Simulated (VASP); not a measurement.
# CHCl₂F: training a force field on the fly

CHCl₂F, molecule in box, 5 atoms in the cell. PBE, machine-learned force field trained on the fly; PAW potentials F, C, Cl, H (PBE set).

## Input

INCAR.step1:
```
SYSTEM = HCCl2F
PREC     = Normal         ! precision mode
ENCUT    = 400            ! plane-wave cutoff, eV
EDIFF    = 1E-5           ! SCF threshold, eV
LREAL    = .FALSE.        ! projectors in reciprocal space
ALGO     = Fast           ! electronic algorithm
NELMIN   = 4            
NELM     = 100            ! most SCF steps
ISYM     = 0            
ISMEAR   = 0              ! smearing method
SIGMA    = 0.05           ! smearing width, eV
LWAVE    = .FALSE.        ! write WAVECAR
LCHARG   = .FALSE.        ! write CHGCAR
IBRION   = 0              ! ionic algorithm
ISIF     = 2              ! what is computed and relaxed
TEBEG    = 300          
POTIM    = 0.7            ! step
RANDOM_SEED= 897462 0 0   
MDALGO   = 1            
ANDERSEN_PROB= 0.1          
NSW      = 160            ! ionic steps
ML_LMLFF = .TRUE.       
ML_MODE  = train        
ML_CTIFOR= 1E-6         
ML_WTSIF = 1E-10        
ML_NMDINT= 1            
ML_ICRITERIA= 0             
```

INCAR.step2, as INCAR.step1 but for:
```
- TEBEG = 300
- RANDOM_SEED = 897462 0 0
- MDALGO = 1
- ANDERSEN_PROB = 0.1
- NSW = 160
- ML_CTIFOR = 1E-6
- ML_NMDINT = 1
- ML_ICRITERIA = 0
+ TEBEG = 180
+ RANDOM_SEED = 879780 0 0
+ MDALGO = 3
+ LANGEVIN_GAMMA = 10 10 10 10
+ NSW = 2000
+ TEEND = 375
+ ML_CTIFOR = 0.02
+ ML_NMDINT = 2
```

INCAR.step3:
```
SYSTEM = HCCl2F
PREC     = Normal         ! precision mode
ENCUT    = 400            ! plane-wave cutoff, eV
EDIFF    = 1E-5           ! SCF threshold, eV
LREAL    = .FALSE.        ! projectors in reciprocal space
ALGO     = Fast           ! electronic algorithm
NELMIN   = 4            
NELM     = 100            ! most SCF steps
ISYM     = 0            
ISMEAR   = 0              ! smearing method
SIGMA    = 0.05           ! smearing width, eV
LWAVE    = .FALSE.        ! write WAVECAR
LCHARG   = .FALSE.        ! write CHGCAR
ML_LMLFF = .TRUE.       
ML_MODE  = refit        
ML_WTSIF = 1E-10         
```

INCAR.step4:
```
SYSTEM = HCCl2F
PREC     = Normal         ! precision mode
ENCUT    = 400            ! plane-wave cutoff, eV
ISYM     = 0            
ISMEAR   = 0              ! smearing method
SIGMA    = 0.05           ! smearing width, eV
LWAVE    = .FALSE.        ! write WAVECAR
LCHARG   = .FALSE.        ! write CHGCAR
ML_LMLFF = .TRUE.       
ML_MODE  = run          
NWRITE   = 2            
IBRION   = -1             ! ionic algorithm
NSW      = 0              ! ionic steps
```

INCAR.step5:
```
SYSTEM = HCCl2F
PREC     = Normal         ! precision mode
ENCUT    = 400            ! plane-wave cutoff, eV
EDIFF    = 1E-5           ! SCF threshold, eV
LREAL    = .FALSE.        ! projectors in reciprocal space
ALGO     = Fast           ! electronic algorithm
NELMIN   = 4            
NELM     = 100            ! most SCF steps
ISYM     = 0            
ISMEAR   = 0              ! smearing method
SIGMA    = 0.05           ! smearing width, eV
LWAVE    = .FALSE.        ! write WAVECAR
LCHARG   = .FALSE.        ! write CHGCAR
```

INCAR.step6:
```
SYSTEM = HCCl2F
PREC     = Normal         ! precision mode
ENCUT    = 400            ! plane-wave cutoff, eV
ISYM     = 0            
ISMEAR   = 0              ! smearing method
SIGMA    = 0.05           ! smearing width, eV
LWAVE    = .FALSE.        ! write WAVECAR
LCHARG   = .FALSE.        ! write CHGCAR
ML_LMLFF = .TRUE.       
ML_MODE  = run          
NWRITE   = 0            
IBRION   = 2              ! ionic algorithm
NSW      = 300            ! ionic steps
EDIFFG   = -2E-4          ! ionic threshold
ISIF     = 2              ! what is computed and relaxed
```

KPOINTS:
```
k-points
0
Gamma
  1 1 1
```

POSCAR.step1:
```
HCCl2F
1.0
    9.0000000000      0.0000000000      0.0000000000
    0.0000000000      8.0000000000      0.0000000000
    0.0000000000      0.0000000000      8.5000000000
F C Cl H
1 1 2 1
Direct
    0.4155166700      0.5028375000      0.6410294100
    0.4818500000      0.4987000100      0.4998882400
    0.6433500000      0.3754250000      0.5112058800
    0.3566500000      0.4206250000      0.3589705900
    0.5138722300      0.6245750000      0.4653941100
```

Commands (each step's output is kept before the next begins):
```
cat potpaw_PBE.64/F/POTCAR potpaw_PBE.64/C/POTCAR potpaw_PBE.64/Cl/POTCAR potpaw_PBE.64/H/POTCAR > POTCAR
cp INCAR.step1 INCAR
cp POSCAR.step1 POSCAR
mpirun -np 4 vasp_gam > vasp.out
cp ML_ABN ../ML_AB
cp CONTCAR POSCAR
cp ../ML_AB ML_AB
cp INCAR.step2 INCAR
mpirun -np 4 vasp_gam > vasp.out
cp ML_ABN ../ML_AB
cp CONTCAR POSCAR
cp ../ML_AB ML_AB
cp INCAR.step3 INCAR
mpirun -np 4 vasp_gam > vasp.out
cp ML_FFN ../ML_FF
cp ../ML_FF ML_FF
rm ML_AB
cp INCAR.step4 INCAR
mpirun -np 4 vasp_gam > vasp.out
cp INCAR.step5 INCAR
mpirun -np 4 vasp_gam > vasp.out
cp INCAR.step6 INCAR
mpirun -np 4 vasp_gam > vasp.out
cp CONTCAR ../POSCAR.min
cp CONTCAR POSCAR
cp INCAR.step5 INCAR
mpirun -np 4 vasp_gam > vasp.out
cp INCAR.step4 INCAR
mpirun -np 4 vasp_gam > vasp.out
```

## Result

- Force error of the fit (eV/Å): 0.004
- Energy error of the fit (eV/atom): 0.0000

The training runs are MD at 180 to 375 K, 1.5 ps in all.

Between the relaxed minimum and a frame of the training run, the force field gives 0.148 eV and DFT 0.144 eV.

ML_LOGFILE.step1:
```
# STATUS This line describes the overall status of each step.
# STATUS
# STATUS nstep ..... MD time step or input structure counter
# STATUS state ..... One-word description of step action
# STATUS             - "accurate"  (1) : Errors are low, force field is used
# STATUS             - "threshold" (2) : Errors exceeded threshold, structure is sampled from ab initio
# STATUS             - "learning"  (3) : Stored configurations are used for training force field
# STATUS             - "critical"  (4) : Errors are high, ab initio sampling and learning is enforced
# STATUS             - "predict"   (5) : Force field is used in prediction mode only, no error checking
# STATUS             - "predfast"  (6) : Prediction mode only, no error checking, no error estimates
# STATUS             - "interval"  (7) : Errors exceeded threshold, but too close to last sampling (ML_NMDINT)
# STATUS is ........ Integer representation of above one-word description (integer in parenthesis)
# STATUS doabin .... Perform ab initio calculation (T/F)
# STATUS iff ....... Force field available (T/F, False after startup hints to possible convergence problems)
[... 34 lines left out ...]
BEEF                  157   4.47831517E-06   3.10846883E-03   1.47626077E-03   1.00000000E-06   1.37243827E-01   6.43275343E-02
BEEF                  158   4.25685629E-06   2.85576412E-03   1.35180275E-03   1.00000000E-06   1.35724458E-01   6.37687142E-02
BEEF                  159   4.01832317E-06   2.60526690E-03   1.22783062E-03   1.00000000E-06   1.33783812E-01   6.30906216E-02
BEEF                  160   3.80679841E-06   2.38191495E-03   1.11813627E-03   1.00000000E-06   1.33022905E-01   6.29913681E-02
ERR                   157   9.37134913E-05   6.83161471E-03   2.53221215E+00
ERR                   158   9.33909087E-05   6.80797267E-03   2.54831460E+00
ERR                   159   9.29435331E-05   6.78710679E-03   2.55019084E+00
ERR                   160   9.25961886E-05   6.78272253E-03   2.53200576E+00
```

ML_LOGFILE.step2:
```
# STATUS This line describes the overall status of each step.
# STATUS
# STATUS nstep ..... MD time step or input structure counter
# STATUS state ..... One-word description of step action
# STATUS             - "accurate"  (1) : Errors are low, force field is used
# STATUS             - "threshold" (2) : Errors exceeded threshold, structure is sampled from ab initio
# STATUS             - "learning"  (3) : Stored configurations are used for training force field
# STATUS             - "critical"  (4) : Errors are high, ab initio sampling and learning is enforced
# STATUS             - "predict"   (5) : Force field is used in prediction mode only, no error checking
# STATUS             - "predfast"  (6) : Prediction mode only, no error checking, no error estimates
# STATUS             - "interval"  (7) : Errors exceeded threshold, but too close to last sampling (ML_NMDINT)
# STATUS is ........ Integer representation of above one-word description (integer in parenthesis)
# STATUS doabin .... Perform ab initio calculation (T/F)
# STATUS iff ....... Force field available (T/F, False after startup hints to possible convergence problems)
[... 31 lines left out ...]
SPRSC                1869       165       165 F         41        40 C         50        48 Cl        72        70 H         47        45
BEEF                 1997   3.76960195E-05   7.72643698E-03   3.76462860E-03   2.00000000E-02   8.78501786E-02   5.81656057E-02
BEEF                 1998   3.77086848E-05   8.11413286E-03   3.92430435E-03   2.00000000E-02   8.84978857E-02   5.82705374E-02
BEEF                 1999   3.77510522E-05   8.53683294E-03   4.08841318E-03   2.00000000E-02   8.90480945E-02   5.83477845E-02
BEEF                 2000   3.74059849E-05   8.83487991E-03   4.20259840E-03   2.00000000E-02   8.95028182E-02   5.83739443E-02
ERR                     0   9.26388223E-05   6.78571278E-03   2.53461167E+00
ERR                  1869   9.81942114E-05   6.78011540E-03   2.94606453E+00
```

ML_LOGFILE.step3:
```
# STATUS This line describes the overall status of each step.
# STATUS
# STATUS nstep ..... MD time step or input structure counter
# STATUS state ..... One-word description of step action
# STATUS             - "accurate"  (1) : Errors are low, force field is used
# STATUS             - "threshold" (2) : Errors exceeded threshold, structure is sampled from ab initio
# STATUS             - "learning"  (3) : Stored configurations are used for training force field
# STATUS             - "critical"  (4) : Errors are high, ab initio sampling and learning is enforced
# STATUS             - "predict"   (5) : Force field is used in prediction mode only, no error checking
# STATUS             - "predfast"  (6) : Prediction mode only, no error checking, no error estimates
# STATUS             - "interval"  (7) : Errors exceeded threshold, but too close to last sampling (ML_NMDINT)
# STATUS is ........ Integer representation of above one-word description (integer in parenthesis)
# STATUS doabin .... Perform ab initio calculation (T/F)
# STATUS iff ....... Force field available (T/F, False after startup hints to possible convergence problems)
[... 20 lines left out ...]
# BEEF bee_ave_stress ... Bayesian error estimate of stresses (average) (kB)
# BEEF              nstep       bee_energy    bee_max_force    bee_ave_force        threshold   bee_max_stress   bee_ave_stress
# BEEF                  2                3                4                5                6                7                8
# SPRSC This line shows the results of sparsification regarding the number
# SPRSC of reference structures and local reference configurations.
# SPRSC
STATUS                  0  learning  3      T      F         0         0
STATUS                  1  accurate  1      F      T         1         1
SPRSC                   0       165       165 F         40        40 C         48        48 Cl        70        70 H         45        45
ERR                     0   4.69809756E-05   3.68722968E-03   2.82229016E+00
```

Limits: the nuclei move classically.

VASP 6.6.1 took 272 s on 4 cores (Intel Xeon Platinum 8488C (Sapphire Rapids)), a shared host.
